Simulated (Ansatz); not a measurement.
PbSe (Cmcm), clamped-ion strain scan

Level of theory: DFT PBE+D3(BJ), scalar-relativistic, plane waves, PAW (Ansatz). The runs took a 420 eV cutoff, a Γ-centred 8×8×6 mesh and Gaussian smearing (0.05 eV). Spin–orbit coupling is left out, which can shift energies with elements as heavy as these. No spin polarisation. Energies are free energies at this smearing, counted from the undisturbed cell; pressure is positive in compression.

Zero of the scan (as given, not relaxed at this level; it stands at -0.9 GPa; this form isn't the usual structure):

```
CELL_PARAMETERS angstrom
2.15488 -6.13395 0.00000
2.15488 6.13395 0.00000
0.00000 0.00000 4.45049
ATOMIC_POSITIONS crystal
Pb 0.63176 0.36824 0.75000
Pb 0.36824 0.63176 0.25000
Se 0.86129 0.13871 0.75000
Se 0.13871 0.86129 0.25000
```

The cell is strained by ε times the Voigt pattern (0, 0, 0, 1, 0, 0) (xx, yy, zz, yz, xz, xy; engineering shear) with fractional coordinates fixed.

ε, ΔE (meV/atom) and a bar:
```
  -0.0200        0.6 ##############################
  -0.0100        0.2 ########
   0.0000        0.0
   0.0050        0.0 ##
   0.0150        0.3 #################
```